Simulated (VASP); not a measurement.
# ZnS (F-43m) in VASP: notebook, part 2 of 2

VASP 6.6.1. Earlier steps stand in the parts before.

**3. Relaxation of cell and atoms, PBE**

The input, INCAR:

```
SYSTEM = ZnS
PREC     = Accurate       ! precision mode
ENCUT    = 300            ! plane-wave cutoff, eV
EDIFF    = 1E-6           ! SCF threshold, eV
ISMEAR   = 0              ! smearing method
SIGMA    = 0.03           ! smearing width, eV
LREAL    = .FALSE.        ! projectors in reciprocal space
LASPH    = .TRUE.         ! aspherical terms in the spheres
NELM     = 80             ! most SCF steps
ALGO     = Normal         ! electronic algorithm
ISIF     = 3              ! what is computed and relaxed
LWAVE    = .FALSE.        ! write WAVECAR
LCHARG   = .FALSE.        ! write CHGCAR
GGA      = PE             ! functional
IBRION   = 2              ! ionic algorithm
NSW      = 90             ! ionic steps
EDIFFG   = -0.01          ! ionic threshold
```

The input, KPOINTS:

```
Automatic mesh
0
G
  5 5 5
  0 0 0
```

The input, POSCAR:

```
ZnS
1.0
    0.0000000000      2.7020000000      2.7020000000
    2.7020000000      0.0000000000      2.7020000000
    2.7020000000      2.7020000000      0.0000000000
Zn S
1 1
Direct
    0.2500000000      0.2500000000      0.2500000000
    0.0000000000      0.0000000000      0.0000000000
```

Potentials or basis: VASP PAW PBE potentials, release 64 (Zn, S).

On the command line:

```sh
$ cat potpaw_PBE.64/Zn/POTCAR potpaw_PBE.64/S/POTCAR > POTCAR
$ mpirun -np 1 vasp_std > vasp.out
```

OUTCAR:

```text
SYSTEM = ZnS
   PREC = Accurate
   ENCUT = 300
   EDIFF = 1E-6
   ISMEAR = 0
   LREAL = .FALSE.
   LASPH = .TRUE.
   NELM = 80
   ISIF = 3
   GGA = PE
   IBRION = 2
   NSW = 90
   EDIFFG = -0.01

 ion  position               nearest neighbor table
   1  0.250  0.250  0.250-   2 2.34   2 2.34   2 2.34   2 2.34
   2  0.000  0.000  0.000-   1 2.34   1 2.34   1 2.34   1 2.34

  LATTYP: Found a face centered cubic cell.
 ALAT       =     5.4040000000

  Lattice vectors:

 A1 = (   0.0000000000,   2.7020000000,   2.7020000000)
 A2 = (   2.7020000000,   0.0000000000,   2.7020000000)
 A3 = (   2.7020000000,   2.7020000000,   0.0000000000)

Analysis of symmetry for initial positions (statically):
=====================================================================
 Subroutine PRICEL returns:
 Original cell was already a primitive cell.

 Routine SETGRP: Setting up the symmetry group for a
 face centered cubic supercell.

 Subroutine GETGRP returns: Found 24 space group operations
 (whereof 24 operations were pure point group operations)
 out of a pool of 48 trial point group operations.

The static configuration has the point symmetry T_d .

Analysis of symmetry for dynamics (positions and initial velocities):
[... 142 lines left out ...]
  ext. energy  EPLUGINS =         0.00000000
  ---------------------------------------------------
  free energy    TOTEN  =        -6.83247233 eV

  energy without entropy =       -6.83247233  energy(sigma->0) =       -6.83247233

------------------------ aborting loop because EDIFF is reached ----------------------------------------

  FORCE on cell =-STRESS in cart. coord.  units (eV):
  Direction    XX          YY          ZZ          XY          YZ          ZX
  --------------------------------------------------------------------------------------
  -------------------------------------------------------------------------------------
  Total        0.3937170      0.3937170      0.3937170      0.0000000      0.0000000     -0.0000000
  in kB       15.9885354     15.9885354     15.9885354      0.0000000      0.0000000     -0.0000000
  external PRESSURE =      15.9885354 kB  Pullay stress =       0.0000000 kB
[... 59 lines left out ...]
--------------------------------------- Ionic step        3  -------------------------------------------

 number of electron      17.9999967 magnetization

 Free energy of the ion-electron system (eV)
  ---------------------------------------------------
  ext. energy  EPLUGINS =         0.00000000
  ---------------------------------------------------
  free energy    TOTEN  =        -6.83648679 eV

  energy without entropy =       -6.83648679  energy(sigma->0) =       -6.83648679

 E-fermi :   2.0558     XC(G=0):  -9.5311

 val. band max:        1.9301089469   @ k =   0.0000   0.0000   0.0000
 cond. band min:       3.9434447936   @ k =   0.0000   0.0000   0.0000
 fundamental gap:      2.0133358468
 Fermi energy:         2.0558003707

 k-point     1 :       0.0000    0.0000    0.0000
  band No.  band energies     occupation
      1     -11.0754      2.00000
      2      -4.3202      2.00000
      3      -4.3202      2.00000
      4      -4.3202      2.00000
      5      -3.8443      2.00000
      6      -3.8443      2.00000
      7       1.9301      2.00000
      8       1.9301      2.00000
      9       1.9301      2.00000
     10       3.9434      0.00000
     11       8.3370      0.00000
     12       8.3370      0.00000
     13       8.3371      0.00000
[... 171 lines left out ...]
  FREE ENERGIE OF THE ION-ELECTRON SYSTEM (eV)
  ---------------------------------------------------
  free  energy   TOTEN  =        -6.8364867897 eV

  energy  without entropy=       -6.8364867896  energy(sigma->0) =       -6.83648679

 reached required accuracy - stopping structural energy minimisation
```

CONTCAR:

```text
ZnS
   1.00000000000000
     0.0000000000000000    2.7206610249521477    2.7206610249521477
     2.7206610249521477    0.0000000000000000    2.7206610249521477
     2.7206610249521477    2.7206610249521477   -0.0000000000000000
  Zn              S
     1     1
Direct
     0.2500000000000000    0.2500000000000000    0.2500000000000000
     0.0000000000000000    0.0000000000000000    0.0000000000000000

  0.00000000E+00  0.00000000E+00  0.00000000E+00
  0.00000000E+00  0.00000000E+00  0.00000000E+00
```

It took 11 s on 1 thread of Intel Xeon Platinum 8488C (Sapphire Rapids), shared host; peak memory 0.13 GiB.

These settings aren't checked as converged: the numbers below hold their error.

What came out:

| Quantity | Value |
| --- | --- |
| Free energy | -6.8365 eV |
| Relaxed volume | 20.14 Å³/atom |
| Relaxed cell | a = 3.848 Å, b = 3.848 Å, c = 3.848 Å, α = 60.00°, β = 60.00°, γ = 60.00° |
| Space group after relaxing (to 0.05 Å) | F-43m (No. 216) |
| Energy gained by relaxing | 2.0 meV/atom |
| Ionic steps | 3 |
| Band gap on the k mesh | 2.01 eV, direct |

Caveat: the cutoff is under 1.25 times the usual one of these potentials, so pressure, stress and relaxed cells hold a basis-set (Pulay) error.

**4. Relaxation of cell and atoms, PBE**

This run uses another cell than the first one, of 20.14 Å³/atom, 1.021 times its volume.

Changes to INCAR since step 3:

```diff
@@ -3,3 +3,3 @@
 ENCUT    = 300            ! plane-wave cutoff, eV
-EDIFF    = 1E-6           ! SCF threshold, eV
+EDIFF    = 1E-7           ! SCF threshold, eV
 ISMEAR   = 0              ! smearing method
@@ -16,2 +16,2 @@
 NSW      = 90             ! ionic steps
-EDIFFG   = -0.01          ! ionic threshold
+EDIFFG   = -0.005         ! ionic threshold
```

KPOINTS is that of step 3.

The input, POSCAR:

```
ZnS                                     
1.0
    0.0000000000      2.7206610250      2.7206610250
    2.7206610250      0.0000000000      2.7206610250
    2.7206610250      2.7206610250     -0.0000000000
  Zn              S             
     1     1
Direct
     0.2500000000000000    0.2500000000000000    0.2500000000000000
     0.0000000000000000    0.0000000000000000    0.0000000000000000
```

On the command line:

```sh
$ cat potpaw_PBE.64/Zn/POTCAR potpaw_PBE.64/S/POTCAR > POTCAR
$ mpirun -np 1 vasp_std > vasp.out
```

It took 7 s on 1 thread of Intel Xeon Platinum 8488C (Sapphire Rapids), shared host; peak memory 0.13 GiB.

These settings aren't checked as converged: the numbers below hold their error.

What came out:

```yaml
Free_energy: -6.8381 eV
Relaxed_volume: 20.17 Å³/atom
Relaxed_cell: a = 3.850 Å, b = 3.850 Å, c = 3.850 Å, α = 60.00°, β = 60.00°, γ = 60.00°
Space_group_after_relaxing_to_0.05_Å: F-43m (No. 216)
Energy_gained_by_relaxing: 0.0 meV/atom
Ionic_steps: 2
Band_gap_on_the_k_mesh: 2.01 eV, direct
```

Caveat: the cutoff is under 1.25 times the usual one of these potentials, so pressure, stress and relaxed cells hold a basis-set (Pulay) error.

**5. Relaxation of the atoms, PBE (a relaxed cell with its volume scaled by 0.94)**

Changes to INCAR since step 4:

```diff
@@ -9,4 +9,4 @@
 NELM     = 80             ! most SCF steps
-ALGO     = Normal         ! electronic algorithm
-ISIF     = 3              ! what is computed and relaxed
+ALGO     = Fast           ! electronic algorithm
+ISIF     = 2              ! what is computed and relaxed
 LWAVE    = .FALSE.        ! write WAVECAR
@@ -15,3 +15,3 @@
 IBRION   = 2              ! ionic algorithm
-NSW      = 90             ! ionic steps
-EDIFFG   = -0.005         ! ionic threshold
+NSW      = 40             ! ionic steps
+EDIFFG   = -0.01          ! ionic threshold
```

KPOINTS is that of step 4.

The input, POSCAR:

```
ZnS                                     
1.0
   -0.0000000000      2.6665767142      2.6665767142
    2.6665767142     -0.0000000000      2.6665767142
    2.6665767142      2.6665767142     -0.0000000000
  Zn              S             
     1     1
Direct
     0.2500000000000000    0.2500000000000000    0.2500000000000000
     0.0000000000000000    1.0000000000000000    1.0000000000000000
```

On the command line:

```sh
$ cat potpaw_PBE.64/Zn/POTCAR potpaw_PBE.64/S/POTCAR > POTCAR
$ mpirun -np 1 vasp_std > vasp.out
```

Run time: 6.7 s. Hardware: 1 thread of Intel Xeon Platinum 8488C (Sapphire Rapids), shared host; peak memory 0.12 GiB.

It converged, with:

```yaml
Free_energy: -6.7993 eV
Band_gap_on_the_k_mesh: 2.28 eV, direct
```

Final structure:
```cif
data_structure
_symmetry_space_group_name_H-M 'P 1'
_symmetry_Int_Tables_number 1
_cell_length_a 3.7711
_cell_length_b 3.7711
_cell_length_c 3.7711
_cell_angle_alpha 60.000
_cell_angle_beta 60.000
_cell_angle_gamma 60.000
_cell_volume 37.92
loop_
_atom_site_label
_atom_site_type_symbol
_atom_site_fract_x
_atom_site_fract_y
_atom_site_fract_z
_atom_site_occupancy
Zn1 Zn 0.25000 0.25000 0.25000 1
S1 S 0.00000 0.00000 0.00000 1
```

Levels at points of the mesh, in eV from the valence-band top:
| k point | band 6 | band 7 | band 8 | band 9 | band 10 | band 11 | band 12 | band 13 |
| --- | --- | --- | --- | --- | --- | --- | --- | --- |
| (0.00, 0.00, 0.00) | -5.95 | 0.00 | 0.00 | 0.00 | 2.28 | 6.36 | 6.36 | 6.36 |

Caveat: the cutoff is under 1.25 times the usual one of these potentials, so pressure, stress and relaxed cells hold a basis-set (Pulay) error; the relaxation stopped at its first step, so nothing moved.

**6. Against experiment**

Step 2. Against the measured gap of ZnS, 3.85 eV (direct; 19 K; quoted in “Electronic, vibrational, and thermodynamic properties of ZnS (zincblende and rocksalt structure)”, 2009, arxiv:0911.5022), the calculated 2.11 eV is off by -1.74 eV. The value is that of PBE, without temperature or zero-point motion. Semilocal functionals fall short of measured gaps as a rule.
